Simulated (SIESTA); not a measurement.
NaF (Villiaumite): equation of state with PBEsol

The system is NaF (Villiaumite).

```
CELL_PARAMETERS angstrom
0.00000 2.32000 2.32000
2.32000 0.00000 2.32000
2.32000 2.32000 0.00000
ATOMIC_POSITIONS crystal
Na 0.00000 0.00000 0.00000
F 0.50000 0.50000 0.50000
```

```json
{
 "Program": "SIESTA 5.4.2",
 "Task": "equation of state",
 "Functional": "PBEsol",
 "Potentials or basis": "PseudoDojo 0.4 standard (PBEsol files)",
 "Basis": "DZP (energy shift 0.003 Ry; two zetas on semicore shells)",
 "Grid cutoff": "800 Ry",
 "Energy shift": "0.003 Ry",
 "k mesh": "10 × 10 × 10",
 "Occupations": "fermi-dirac, width 0.05 eV",
 "Spin": "no spin polarisation"
}
```

The equilibrium volume is 12.30 Å³/atom and the bulk modulus is 51 GPa. The pressure derivative of the bulk modulus is 5.5.

Energy against volume, from the lowest point:
| volume (Å³/atom) | energy (meV/atom) |
| --- | --- |
| 11.738 | 4.48 |
| 11.988 | 1.29 |
| 12.237 | 0.00 |
| 12.487 | 0.43 |
| 12.737 | 2.29 |
| 12.987 | 5.46 |
| 13.236 | 9.76 |

All runs of the series together: 3.9 min on 1 thread of Arm Neoverse V1, on a shared host.

Caveat: the basis of atomic orbitals isn't converged, which shifts pressures, moduli and gaps.
